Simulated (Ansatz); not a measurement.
We consider rock-salt NaBr, described by PBE-D4 (Ansatz, a first-principles code, PAW).

Settings: plane-wave cutoff 520 eV, 10×10×10 k mesh, Fermi–Dirac smearing 0.01 eV, scalar-relativistic PAW data made under PBE.

A third-order Birch–Murnaghan fit to the energies gives V0 = 26.394 Å³/atom, B0 = 21.7 GPa, B′ = 4.7.

```csv
V (Å³/atom),P (GPa)
24.810,1.554
25.338,…
25.866,0.460
26.394,0.000
26.922,-0.412
27.450,…
27.978,-1.107
```

### Question
Estimate the withheld pressures from this fit; the answers are the runs' own values.

### Answer

- 25.338, P (GPa): 0.976
- 27.450, P (GPa): -0.779

The formula P = (3/2) B0 (x^(7/3) − x^(5/3)) [1 + (3/4)(B′ − 4)(x^(2/3) − 1)] with x = V0/V meets the computed pressures within 0.01 GPa when these rounded values are put in.

Measured, for comparison: bulk modulus 22.6 GPa (4 K, zero-point motion not removed; as tabulated in Doll and Stoll (1998), arXiv:cond-mat/9801031); equilibrium volume per atom 26.01 Å³/atom (low temperature, zero-point motion not removed; as tabulated in Doll and Stoll (1998), arXiv:cond-mat/9801031). Computed (rounded) less measured: bulk modulus -4 %, equilibrium volume per atom +1.5 %.

Static lattice: no zero-point or thermal effects.

Computing time: about 40 core-seconds (a rough figure).
